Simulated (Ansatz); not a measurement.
**CuAu in Ansatz: the effect of functional**

Crystal: CuAu.

```
CELL_PARAMETERS angstrom
1.43337 0.82756 4.22760
-1.43337 0.82756 4.22760
0.00000 -1.65511 4.22760
ATOMIC_POSITIONS crystal
Au 0.00000 0.00000 0.00000
Cu 0.50000 0.50000 0.50000
```

The cell comes from a database or a generator and needn't be the stable form of this composition.

The cell isn't the ideal one: volume scaled by 0.98.

Alike in all runs:

| Property | Result |
| --- | --- |
| Program | Ansatz 0.2.0 |
| Task | single point |
| Potentials or basis | Ansatz PAW |
| k mesh | 11 × 11 × 11 |
| Occupations | fermi-dirac, width 0.05 eV |
| Spin | no spin polarisation |

```tsv
functional	cutoff	pressure (GPa)
LDA	420 eV (not typed: the program's choice for these potentials)	?
PBEsol	420 eV (not typed: the program's choice for these potentials)	-5.5
r2SCAN	500 eV (not typed: the program's choice for these potentials)	-2.0
```

Question: What does the run with functional LDA give?

Answer: Pressure -10.4 GPa.

Caveats: the PAW data sets come from PBE, with cores solved anew for the run's functional, which leaves a small shift of forces and pressure.
